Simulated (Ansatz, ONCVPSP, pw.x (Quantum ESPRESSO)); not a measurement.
As (Z = 33): one change to the ONCV potential, in the atom and in the fcc crystal

```
Element                 : As (Z = 33)
Generator               : ONCVPSP 4.0.1.1 (patched build)
Type                    : optimised norm-conserving Vanderbilt (ONCV)
Functional              : PBE
Relativity              : scalar-relativistic
Frozen core             : [Ar] 3d10
Valence charge          : 5
Reference configuration : 4s2 4p3
Partial waves           : 4s: rc 1.50 bohr, ncon 5, nbas 9, qcut 4.3 1/bohr, 2 projectors, debl 2.6 Ha; 4p: rc 1.85 bohr, ncon 4, nbas 8, qcut 3.8 1/bohr, 2 projectors, debl 0.5 Ha; d scattering state at 0.31 Ha: rc 1.85 bohr, ncon 4, nbas 7, qcut 5.6 1/bohr, 1 projector
Local potential         : polynomial inside 1.35 bohr (lpopt 2, dvloc0 0 Ha)
Core correction         : Teter function fitted to the true core (icmod 2), fcfact 0.6
```

Change: local potential polynomial inside 0.74 bohr (lpopt 2, dvloc0 0 Ha).

Cutoffs, loose and tight: the cutoffs (Ha) at which the residual kinetic energy of the hardest occupied pseudo-wave falls to 1 and 0.1 mHa per electron. They do not see the model core or the augmentation charge, which bear on the density cutoff. Test errors are all-electron minus pseudo excitation energies from the reference, over the configurations 4s2 4p2; 4s2 4p1; 4s2 4p0; 4s1 4p4; variants that change the core or the reference have their own tests.

Crystal test: fcc As in pw.x 7.5, no spin, 13³ k-points, Fermi–Dirac smearing 0.01 Ry, cutoffs set for each file from its atomic test. The reference is all-electron LAPW (Ansatz 0.2.0) with the same functional, mesh and smearing; V0 and B0 come from Birch–Murnaghan fits to the pressures at five volumes. Errors are pseudo minus all-electron; Δ is the rms difference of the E(V) curves that follow from these fits, minima aligned, over ±6 % about the mean V0. Mesh and smearing are coarse, so the numbers serve the comparison and aren't converged zero-temperature values; the lattice is a test structure that the element need not adopt.

All-electron: a0 = 4.263 Å (V0 = 19.37 Å³/atom), B0 = 77.8 GPa.

**Question.** Does the change bring the crystal closer to the all-electron result?

**Answer.** The mean pressure error goes from -0.96 to -1.17 GPa, so the change moves the solid further from the all-electron pressures.

```csv
quantity,base,changed
outcome (atom),generated,generated
"cutoff, loose (atom)",9.9 Ha,9.9 Ha
"cutoff, tight (atom)",54 Ha,54 Ha
bound ghosts (atom),none,none
largest test error (meV) (atom),-34,-33
cutoffs in pw.x (Ry),125/500,125/500
a0 (Å),4.245,4.241
a0 error (%),-0.41,-0.51
B0 error (%),+1.4,+1.4
Δ (meV/atom),4.1,5.0
mean pressure error (GPa),-0.96,-1.17
```

Changed file: This is a poor potential for the solid. The generator flags a localised state at positive energy (s at 21 eV).
